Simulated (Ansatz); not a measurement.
Put PbS in P3_212 (No. 153): Pb on 3a; S on 3a. The cell of PbS is invented: 5-connected net, two elements alternating.

These are results of Ansatz 0.2.0, DFT PBE, scalar-relativistic, plane waves, PAW, not measurements. Cutoff 420 eV, Γ-centred mesh, Gaussian smearing, no spin polarisation.

Formation energies are uncorrected and refer to the elements' standard structures at the same level.

**Question.** Give the relaxed lattice parameters and positions.

**Answer.**

Space group P3_212 (No. 153). a = 4.983 Å, b = 4.983 Å, c = 8.497 Å, α = 90.00°, β = 90.00°, γ = 120.00°
```json
{"atom": "Pb", "site": "3a", "symmetry": "..2", "x": "0.1586", "y": "0.8414", "z": "0.6667"}
{"atom": "S", "site": "3a", "symmetry": "..2", "x": "0.8347", "y": "0.1653", "z": "0.6667"}
```

Pb is surrounded by 3 S at 2.80–2.92 Å and 2 S at 3.16 Å; S has 3 Pb at 2.80–2.92 Å and 2 Pb at 3.16 Å. Another local minimum with the same sites may exist.

**Question.** And its energy and gap?

**Answer.** The energy over the elements is −0.295 eV/atom. The gap on the 12×12×4 mesh of the 6-atom cell is 0.24 eV.

The last run used Gaussian smearing of 0.01 eV. Spin–orbit coupling, which can matter for Pb, is left out. Kohn–Sham gaps at this level usually fall short of measured ones. The missing spin–orbit coupling can work the other way here. The reference form of S is held partly by dispersion forces, which this level lacks. Small gaps are read on the mesh alone, and bands can cross between its points. A structure relaxed within its symmetry needn't be a true minimum. Another cell of PbS relaxed alike, in Fm-3m, lies 255 meV/atom lower, so this cell isn't the stable form at this level.
